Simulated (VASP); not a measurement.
# ZrB2 under changes of volume

One of the cells (9.902 Å³/atom); the others are scaled copies at fixed shape and fractional positions:

```
Zr B
1.0
     3.13611    0.00000    0.00000
    -1.56805    2.71595    0.00000
     0.00000    0.00000    3.48773
Zr B
1 2
Direct
  0.00000 0.00000 0.00000
  0.66667 0.33333 0.50000
  0.33333 0.66667 0.50000
```

```yaml
Program: VASP 6.6.1
Functional: LDA
Potentials_or_basis: VASP PAW LDA potentials, release 64 (Zr_sv, B)
Cutoff: 520 eV
k_mesh: 8 × 8 × 8
Occupations: fermi-dirac, width 0.05 eV
Spin: no spin polarisation
```

```csv
volume (Å³/atom),energy over the lowest point (meV/atom),pressure (GPa)
9.506,14.08,11.5
9.704,3.47,5.5
9.902,0.00,0.0
10.100,3.00,-5.0
10.298,?,?
```

Question: What does the run at 10.298 Å³/atom give?

Answer: Energy over the lowest point 11.86 meV/atom; pressure -9.5 GPa.

Worked out: A Birch-Murnaghan fit of order 2 (a polynomial in V^(-2/3)) to the other rows has its minimum at 9.91 Å³/atom with B0 = V·E''(V) = 261 GPa at fixed shape and positions, which overstates the stiffness. It gives 11.85 meV/atom at 10.298 Å³/atom, against the run's 11.86, and -dE/dV = -9.4 GPa, against -9.5.

Energies are extrapolated to zero smearing.
